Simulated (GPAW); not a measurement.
Crystal: CdSe.

```
Cd Se
1.0
     0.00000    3.07027    3.07027
     3.07027    0.00000    3.07027
     3.07027    3.07027    0.00000
Cd Se
1 1
Direct
  0.00000 0.00000 0.00000
  0.25000 0.25000 0.25000
```

Measurements of this composition are mostly on another form, of space group No. 186.

Program: GPAW 26.7.0. Alike in all runs: cell as given.

**Question.** Order these runs on this cell by their pressure, lowest first.
A. level TASK; potentials or basis GPAW PAW data sets (gpaw-data 1.2.1), pw; spin SOC, no magnetisation; k mesh 6 × 6 × 6; cutoff (eV) 600; smearing fermi-dirac 0.05 eV; maxiter 150; band path GXWKGLUWLK,UX; band points 60; spin axis theta (degrees) 90
B. level PBEsol; potentials or basis PAW data sets generated in the run's folder for this functional, pw; spin off; k mesh 8 × 8 × 8; cutoff (eV) 600; smearing gaussian 0.02 eV; maxiter 150
C. level LDA; potentials or basis the program's PAW data sets (release 1.2.1) made for this functional, pw; spin off; k mesh 6 × 6 × 6; cutoff (eV) 500; smearing fermi-dirac 0.05 eV; maxiter 120; convergence default
D. level PBE; potentials or basis GPAW PAW data sets (gpaw-data 1.2.1), pw; spin off; k mesh 8 × 8 × 8; cutoff (eV) 600; smearing fermi-dirac 0.05 eV; maxiter 150; band path GXWKGLUWLK,UX; band points 60

**Answer.** C (-3.7 GPa), B (-1.6 GPa), D (1.1 GPa), A (4.1 GPa).

Caveats: the cutoff is short for stress and forces, so pressures can be off by a GPa or more (some runs); spin-orbit coupling was added after a scalar SCF, so levels and gaps hold it while energy, forces, pressure and moments don't (some runs); the PAW data sets were made with another functional, which shifts forces and pressure a little (some runs).

Not every run made on this cell is shown here.
